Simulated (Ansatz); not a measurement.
# Ag(111) with 4 layers of random Ag-Li, 2x2: scattering by chemical disorder, part 2 of 2

Wanted: resistance against the alloy's length, first Ag(111) with 4 layers of random Ag-Li, 2x2.

Ansatz 0.2.0; Ansatz plane-wave DFT, PBE, PAW files; ballistic transport by layer matching (Landauer), zero bias; PAW set soft_1.

So far. Step 3 (With 8 alloy layers): Over the solved energies the transmission per spin lies between 2.16 and 2.20, out of 3.27 channels of the lead on average (up to 3.33).

## 4. With 12 alloy layers

In 12 layers a share of 0.5 of the sites is given to Li at random. A fresh draw is used; the growth of the resistance with length is what counts.

System of this step: Ag(111) with 12 layers of random Ag-Li, 2x2. The cell holds 72 atoms: 48 Ag and 24 Li. Its edges and angles: a = 5.779 Å, b = 5.779 Å, c = 42.465 Å, α = 90.0°, β = 90.0°, γ = 120.0°. It derives from Ag. Regions: lead, 24 atoms (24 Ag); scattering region, 48 atoms (24 Li and 24 Ag). The structure is stacked along c, and the current runs across the ab planes.

input.yaml

```yaml
crystal:
  lattice:
    - [5.7787594586, 0.0, 0.0]
    - [-2.8893797293, 5.0045524935, 0.0]
    - [0.0, 0.0, 42.4650360593]
  atoms:
    - { symbol: Ag, position: [0.0, 0.0, 0.0277777778] }
    - { symbol: Ag, position: [0.0, 0.5, 0.0277777778] }
    - { symbol: Ag, position: [0.5, 0.0, 0.0277777778] }
    - { symbol: Ag, position: [0.5, 0.5, 0.0277777778] }
    - { symbol: Ag, position: [0.1666666667, 0.3333333333, 0.0833333333] }
    - { symbol: Ag, position: [0.1666666667, 0.8333333333, 0.0833333333] }
    - { symbol: Ag, position: [0.6666666667, 0.3333333333, 0.0833333333] }
    - { symbol: Ag, position: [0.6666666667, 0.8333333333, 0.0833333333] }
    - { symbol: Ag, position: [0.3333333333, 0.1666666667, 0.1388888889] }
    - { symbol: Ag, position: [0.3333333333, 0.6666666667, 0.1388888889] }
    - { symbol: Ag, position: [0.8333333333, 0.1666666667, 0.1388888889] }
    - { symbol: Ag, position: [0.8333333333, 0.6666666667, 0.1388888889] }
    - { symbol: Li, position: [0.0, 0.0, 0.1944444444] }
    - { symbol: Ag, position: [0.0, 0.5, 0.1944444444] }
    - { symbol: Li, position: [0.5, 0.0, 0.1944444444] }
    - { symbol: Li, position: [0.5, 0.5, 0.1944444444] }
    - { symbol: Li, position: [0.1666666667, 0.3333333333, 0.25] }
    - { symbol: Ag, position: [0.1666666667, 0.8333333333, 0.25] }
    - { symbol: Li, position: [0.6666666667, 0.3333333333, 0.25] }
    - { symbol: Ag, position: [0.6666666667, 0.8333333333, 0.25] }
    - { symbol: Ag, position: [0.3333333333, 0.1666666667, 0.3055555556] }
    - { symbol: Ag, position: [0.3333333333, 0.6666666667, 0.3055555556] }
    - { symbol: Ag, position: [0.8333333333, 0.1666666667, 0.3055555556] }
    - { symbol: Ag, position: [0.8333333333, 0.6666666667, 0.3055555556] }
    - { symbol: Li, position: [0.0, 0.0, 0.3611111111] }
    - { symbol: Li, position: [0.0, 0.5, 0.3611111111] }
    - { symbol: Ag, position: [0.5, 0.0, 0.3611111111] }
    - { symbol: Ag, position: [0.5, 0.5, 0.3611111111] }
    - { symbol: Li, position: [0.1666666667, 0.3333333333, 0.4166666667] }
    - { symbol: Li, position: [0.1666666667, 0.8333333333, 0.4166666667] }
    - { symbol: Ag, position: [0.6666666667, 0.3333333333, 0.4166666667] }
    - { symbol: Ag, position: [0.6666666667, 0.8333333333, 0.4166666667] }
    - { symbol: Li, position: [0.3333333333, 0.1666666667, 0.4722222222] }
    - { symbol: Li, position: [0.3333333333, 0.6666666667, 0.4722222222] }
    - { symbol: Li, position: [0.8333333333, 0.1666666667, 0.4722222222] }
    - { symbol: Li, position: [0.8333333333, 0.6666666667, 0.4722222222] }
    - { symbol: Ag, position: [0.0, 0.0, 0.5277777778] }
    - { symbol: Li, position: [0.0, 0.5, 0.5277777778] }
    - { symbol: Ag, position: [0.5, 0.0, 0.5277777778] }
    - { symbol: Li, position: [0.5, 0.5, 0.5277777778] }
    - { symbol: Li, position: [0.1666666667, 0.3333333333, 0.5833333333] }
    - { symbol: Li, position: [0.1666666667, 0.8333333333, 0.5833333333] }
    - { symbol: Li, position: [0.6666666667, 0.3333333333, 0.5833333333] }
    - { symbol: Ag, position: [0.6666666667, 0.8333333333, 0.5833333333] }
    - { symbol: Ag, position: [0.3333333333, 0.1666666667, 0.6388888889] }
    - { symbol: Ag, position: [0.3333333333, 0.6666666667, 0.6388888889] }
    - { symbol: Ag, position: [0.8333333333, 0.1666666667, 0.6388888889] }
    - { symbol: Li, position: [0.8333333333, 0.6666666667, 0.6388888889] }
    - { symbol: Ag, position: [0.0, 0.0, 0.6944444444] }
    - { symbol: Ag, position: [0.0, 0.5, 0.6944444444] }
    - { symbol: Ag, position: [0.5, 0.0, 0.6944444444] }
    - { symbol: Ag, position: [0.5, 0.5, 0.6944444444] }
    - { symbol: Ag, position: [0.1666666667, 0.3333333333, 0.75] }
    - { symbol: Li, position: [0.1666666667, 0.8333333333, 0.75] }
    - { symbol: Li, position: [0.6666666667, 0.3333333333, 0.75] }
    - { symbol: Li, position: [0.6666666667, 0.8333333333, 0.75] }
    - { symbol: Ag, position: [0.3333333333, 0.1666666667, 0.8055555556] }
    - { symbol: Ag, position: [0.3333333333, 0.6666666667, 0.8055555556] }
    - { symbol: Li, position: [0.8333333333, 0.1666666667, 0.8055555556] }
    - { symbol: Li, position: [0.8333333333, 0.6666666667, 0.8055555556] }
    - { symbol: Ag, position: [0.0, 0.0, 0.8611111111] }
    - { symbol: Ag, position: [0.0, 0.5, 0.8611111111] }
    - { symbol: Ag, position: [0.5, 0.0, 0.8611111111] }
    - { symbol: Ag, position: [0.5, 0.5, 0.8611111111] }
    - { symbol: Ag, position: [0.1666666667, 0.3333333333, 0.9166666667] }
    - { symbol: Ag, position: [0.1666666667, 0.8333333333, 0.9166666667] }
    - { symbol: Ag, position: [0.6666666667, 0.3333333333, 0.9166666667] }
    - { symbol: Ag, position: [0.6666666667, 0.8333333333, 0.9166666667] }
    - { symbol: Ag, position: [0.3333333333, 0.1666666667, 0.9722222222] }
    - { symbol: Ag, position: [0.3333333333, 0.6666666667, 0.9722222222] }
    - { symbol: Ag, position: [0.8333333333, 0.1666666667, 0.9722222222] }
    - { symbol: Ag, position: [0.8333333333, 0.6666666667, 0.9722222222] }
kpoints:
  mp_grid: { grid: [4, 4, 1] }
hamiltonian:
  xc: pbe
  pseudopotentials: { kind: paw, azcp: { folder: soft_1 } }
scf:
  occupations: { method: fermi_dirac, width: 0.1 }
output:
  transmission: { leads: [[0, 4]], kmesh: [8, 8], e_range: [-0.05, 0.05], de: 0.05 }
  write_potential: true
  write_density: true
  volumetric_format: npy
```

On the command line:

```sh
$ ansatz run input.yaml --threads 8 --pin off --max-ram 15360MiB --backend cpu --events-out ev --progress --plain --runs-dir out
```

Numbers of over 12 decimals in the logs are rounded to 6 here.

The log of the run:

```text
[...]
Crystal: 72 atoms, lattice volume = 1228.093 Å³
Basis set: ecut = 420 eV, 24081 PW (Γ)
Bands: 591, of which v1, the nominal top of the filled ones, is band 492 counted from 1 (491 counted from 0)
Symmetry: 1 space group operations
[...]
k-points: 10 of 16 (time reversal used)
[...]
SCF iter   1: F=—  HF=-369309.835384 eV  |F-HF|=—  |Δ(HF+E_count)|=         —  Δρ=8.24e-2  dr2=1.09e3  ethr=3.10e-3  ⟨swp⟩=4.6  Hψ=17545  notcnv=0  defer=446
[...]
SCF iter  13: F=-369268.842378 eV  HF=-369268.842378 eV  |F-HF|=8.61e-9  |Δ(HF+E_count)|=   6.75e-9  Δρ=5.14e-7  dr2=1.07e-8  ethr=1.02e-11  ⟨swp⟩=2.0  Hψ=10844  notcnv=0
SCF 1 converged in 13 iterations: F = -369268.842378 eV  dr2 = 1.07e-8
[...]
transmission: 198 of 1802 steps passed
transmission: 372 of 1802 steps passed
[...]
transmission: 1802 of 1802 steps passed
SCF converged after 13 iterations
Free energy (F): -369268.842378 eV
[...]
Internal energy: -369267.957198 eV  (E = F + TS)
E sigma→0 (E₀):  -369268.399788 eV
Entropy (-TS):   -0.885180 eV (-12.294 meV/atom)
Fermi energy:    11.965285 eV
[...]
--- Band table (eV; the first three rows and the last of 10) ---
  k-point 0: bands = [... 488 lower, 12.1431, 12.3300, 12.3631, 12.3992, 12.4097, 12.4251, 12.4597, 12.6000, ... 95 higher]
  k-point 1: bands = [... 488 lower, 11.7877, 11.8399, 11.8524, 11.8960, 11.9565, 12.0035, 12.0676, 12.1002, ... 95 higher]
  k-point 2: bands = [... 488 lower, 11.6392, 11.6654, 11.6987, 11.7263, 11.9477, 11.9538, 11.9800, 12.0188, ... 95 higher]
  k-point 9: bands = [... 488 lower, 11.6331, 11.6891, 11.7191, 11.7531, 11.8910, 11.9710, 12.0053, 12.0476, ... 95 higher]
--- Transmission ---
  basis      : 253 plane waves across, 53 finite elements along
  points     : 34, standing for a mesh of 8 x 8
[...]
channels       : 3.234375e0 a spin
[...]
junction   : crystal 0 to crystal 0, 0.70 to 40.80 Å
    transmission   : 1.802205e0 a spin
[...]
```

Run time: 7.5 min. Hardware: 8 threads of Arm Neoverse V2, shared host; peak memory 8.2 GiB; 51 min of CPU time.

Numbers from this step:

* free energy: -369268.8424 eV
* energy at zero smearing: -369268.3998 eV
* Fermi energy: 11.97 eV
* transmission per spin nearest the Fermi level: 1.802
* step of the lead's potential: 3.7 meV

Per spin. The transmission, zone mean by energy, zero at the Fermi level:

```csv
energy (eV),"transmission, zone mean"
-0.0500,1.78
0.0000,1.80
0.0500,1.92
```

Over the solved energies the transmission per spin lies between 1.78 and 1.92, out of 3.27 channels of the lead on average (up to 3.33).

## 5. Resistance against length

This step: Ansatz plane-wave DFT, PBE, PAW files; ballistic transport by layer matching (Landauer), zero bias; residual resistivity from the slope of the area resistance, atoms on the host's lattice; PAW set soft_1 (Ansatz 0.2.0).

Numbers from this step:

- resistivity: 28.73 µΩ cm
- intercept: 0.06168 fΩ m²
- scatter about the fit: 0.02842 fΩ m²

Resistance, by row:

```csv
run,length (Å),T,channels N,RA (fΩ m²)
n4,9.437,2.477,3.234,0.3529
n8,18.87,2.187,3.266,0.5637
n12,28.31,1.831,3.266,0.8952
```

The area resistance by length of the alloy:

```csv
length of the alloy (Å),area resistance (fΩ m²)
9.44,0.353
18.87,0.564
28.31,0.895
```

The area resistance goes from 0.35 to 0.90 fΩ m² between 9.4 and 28.3 Å, a slope of 29 µΩ cm.

By hand from the end points: (0.8952 − 0.3529) fΩ m² / (28.31 − 9.44) Å = 29 µΩ cm, since 1 fΩ m² per Å is 1000 µΩ cm.

## 6. Summary of results

```yaml
resistivity_from_the_slope: 28.7 µΩ cm
area_resistance_over_9p44_a: 0.353 fΩ m²
area_resistance_over_18p9_a: 0.564 fΩ m²
area_resistance_over_28p3_a: 0.895 fΩ m²
```

What this shows: The slope gives 29 µΩ cm. The points scatter by 0.028 fΩ m² about the line, with one random draw a length in a 2x2 cell, so the slope is a rough value. Read with a model of isotropic scattering on a spherical Fermi surface and the lead's 0.87×10¹⁵ S/m², this slope means a mean free path near 31 Å (a rough figure, since the alloy's own channel count differs); over these lengths the model's slope is 1.04 times its bulk resistivity, which would be 27 µΩ cm. The atoms sit on the host's lattice, so scattering by size misfit is left out. With 50 % of Li, whose own structure is another, this is a hypothetical phase.

[Logs are printed without paths, hosts, clocks, repeated set-up lines and the standing remarks that a program may print on its own settings, such as how far it seeks lower states.]

[Hosts, paths, dates, database ids (printed as entryN), source tags and the programs' standing remarks are cut or masked in the printed files.]
